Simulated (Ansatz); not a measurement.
# ZnS: the cost of one run

Method: DFT PBE, scalar-relativistic, plane waves, PAW, in Ansatz 0.2.0.

1 further run of the same task is left out (set aside as unsound or not needed).

## (1) The system as given

The structure is trigonal, space group P3m1 (No. 156). Conventional cell: a = 3.848 Å, b = 3.848 Å, c = 25.164 Å, α = 90.00°, β = 90.00°, γ = 120.00°. Zn (site symmetry 3m) has 4 S at 2.36 Å as nearest neighbours. Only part of the 16 independent sites is listed.

Coordinates:

```cif
data_structure
_symmetry_space_group_name_H-M 'P3m1'
_symmetry_Int_Tables_number 156
_cell_length_a 3.8481
_cell_length_b 3.8481
_cell_length_c 25.1641
_cell_angle_alpha 90.000
_cell_angle_beta 90.000
_cell_angle_gamma 120.000
_cell_volume 322.70
loop_
_atom_site_label
_atom_site_type_symbol
_atom_site_symmetry_multiplicity
_atom_site_Wyckoff_symbol
_atom_site_fract_x
_atom_site_fract_y
_atom_site_fract_z
_atom_site_occupancy
Zn1 Zn 1 b 0.33333 0.66667 0.12516 1
Zn2 Zn 1 a 0.00000 0.00000 0.00026 1
Zn3 Zn 1 c 0.66667 0.33333 0.62483 1
Zn4 Zn 1 c 0.66667 0.33333 0.87519 1
Zn5 Zn 1 a 0.00000 0.00000 0.74991 1
Zn6 Zn 1 b 0.33333 0.66667 0.49992 1
Zn7 Zn 1 a 0.00000 0.00000 0.37500 1
Zn8 Zn 1 c 0.66667 0.33333 0.25008 1
S1 S 1 c 0.66667 0.33333 0.34376 1
S2 S 1 c 0.66667 0.33333 0.71850 1
S3 S 1 b 0.33333 0.66667 0.21884 1
S4 S 1 a 0.00000 0.00000 0.84375 1
S5 S 1 c 0.66667 0.33333 0.96900 1
S6 S 1 a 0.00000 0.00000 0.09392 1
S7 S 1 b 0.33333 0.66667 0.59360 1
S8 S 1 a 0.00000 0.00000 0.46868 1
```

It goes back to an entry of the Materials Project, which need not be the stable form.

This cell was relaxed beforehand with the same method: volume 20.17 Å³/atom, gap on the mesh 2.03 eV.

## (2) Bands, states and charges

input.yaml

```yaml
crystal:
  lattice:
    - [3.8480667387, 0.0, 0.0]
    - [-1.9240333694, 3.3325235512, 0.0]
    - [0.0, 0.0, 25.16412743]
  atoms:
    - { symbol: Zn, position: [0.3333333333, 0.6666666667, 0.1251575801] }
    - { symbol: Zn, position: [0.0, 0.0, 0.0002629988] }
    - { symbol: Zn, position: [0.6666666667, 0.3333333333, 0.6248324129] }
    - { symbol: Zn, position: [0.6666666667, 0.3333333333, 0.8751883806] }
    - { symbol: Zn, position: [0.0, 0.0, 0.7499146686] }
    - { symbol: Zn, position: [0.3333333333, 0.6666666667, 0.4999181653] }
    - { symbol: Zn, position: [0.0, 0.0, 0.3749978189] }
    - { symbol: Zn, position: [0.6666666667, 0.3333333333, 0.2500776401] }
    - { symbol: S, position: [0.6666666667, 0.3333333333, 0.3437595417] }
    - { symbol: S, position: [0.6666666667, 0.3333333333, 0.7185047828] }
    - { symbol: S, position: [0.3333333333, 0.6666666667, 0.2188391387] }
    - { symbol: S, position: [0.0, 0.0, 0.8437460603] }
    - { symbol: S, position: [0.6666666667, 0.3333333333, 0.9690014798] }
    - { symbol: S, position: [0.0, 0.0, 0.093920945] }
    - { symbol: S, position: [0.3333333333, 0.6666666667, 0.5935995606] }
    - { symbol: S, position: [0.0, 0.0, 0.468679826] }
basis:
  ecutwfc: 420
kpoints:
  mp_grid: { grid: [9, 9, 2] }
  band_path:
    path:
      - [[0.0, 0.0, 0.0], [0.5, 0.0, 0.0], [0.33333333, 0.33333333, 0.0], [0.0, 0.0, 0.0], [0.0, 0.0, 0.5], [0.5, 0.0, 0.5], [0.33333333, 0.33333333, 0.5], [0.0, 0.0, 0.5]]
      - [[0.5, 0.0, 0.5], [0.5, 0.0, 0.0]]
      - [[0.33333333, 0.33333333, 0.5], [0.33333333, 0.33333333, 0.0]]
    npoints: 10
hamiltonian:
  xc: pbe
scf:
  occupations: { method: gaussian, width: 0.02 }
  n_extra_bands: 40
output:
  forces: true
  stress: true
  eigenvalues: true
  populations: true
  dos: { projected: true, de: 0.02, nscf_kmesh: { grid: [14, 14, 3] } }
  bader: false
```

Started as:

```bash
$ ansatz run input.yaml --threads 8 --pin off --max-ram 22528MiB --backend cpu --events-out ev --progress --plain --runs-dir out
```

What time and memory should one allow on 8 threads of Intel Xeon 6975P-C (Granite Rapids), shared host?

About 61 s, with a peak of 3.2 GiB.
